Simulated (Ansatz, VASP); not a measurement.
One calculation of Zn, two programs

```
Zn
1.0
     0.00000    2.13443    1.66485
     2.13443    0.00000    1.66485
     2.13443    2.13443    0.00000
Zn
1
Direct
  0.00000 0.00000 0.00000
```

Alike in both runs: task single point; functional PBEsol; k mesh 22 × 22 × 22; occupations gaussian, width 0.15 eV; no spin polarisation.

```csv
,VASP,Ansatz
version,VASP 6.6.1,Ansatz 0.2.0
potentials or method,"VASP PAW PBE potentials, release 64 (Zn)","scalar-relativistic, plane waves, PAW"
plane-wave cutoff (eV),520,420
valence electrons in the cell,12,12
```

```csv
,VASP,Ansatz,Ansatz less VASP
gap on the k mesh at the Fermi level (eV),none,none,-
pressure (GPa),-4.0,-4.3,-0.36
largest component of the traceless stress (GPa),2.77,2.77,+0.003
```

A gap of «none» marks a metal or a gap that the smearing closes.

Caveats: the PAW data sets were made with another functional, which shifts forces and pressure a little (VASP).
